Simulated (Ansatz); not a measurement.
How LiBr answers to pressure

```
CELL_PARAMETERS angstrom
0.00000 2.74450 2.74450
2.74450 0.00000 2.74450
2.74450 2.74450 0.00000
ATOMIC_POSITIONS crystal
Li 0.00000 0.00000 0.00000
Br 0.50000 0.50000 0.50000
```

The cell is COD entry 1011363, as deposited and not checked against the literature; nothing was relaxed. It is an old determination, and later ones may differ.

Theory: Ansatz 0.2.0, DFT, PBE, all-electron LAPW, scalar-relativistic.

Numerical set-up: a Γ-centred 8×8×8 k mesh, Fermi–Dirac smearing of 0.03 eV, basis error target 1 meV/atom, no spin polarisation.

The cell is scaled evenly with fractional coordinates held. Semilocal gaps are too small, but their slopes carry over better.

| V/V(cell) | P (GPa) | gap on the k mesh (eV) |
| --- | --- | --- |
| 0.9800 | 0.89 | 5.056 |
| 1.0000 | 0.32 | 4.966 |
| 1.0200 | -0.20 | 4.880 |
| 1.0400 | -0.66 | 4.800 |

Q: From the rows at 0.9800 and 1.0200, what is the bulk modulus at the cell's volume?

A: B = −ΔP/Δln V = −[(-0.20) − (0.89)]/0.04001 = 27.2 GPa.

Q: What are the gap's volume deformation potential and pressure coefficient?

A: dEg/dln V = (4.880 − 5.056)/0.04001 = -4.40 eV, and dEg/dP = −(dEg/dln V)/B = 162 meV/GPa: pressure widens the gap.

Q: Predict the row at V/V(cell) = 0.9600. How far is a linear estimate of P off?

A: P = 1.52 GPa, gap 5.151 eV. The linear estimate P(cell) − B ln(V/V(cell)) = 1.43 GPa misses by 0.09 GPa, since the modulus grows under compression.
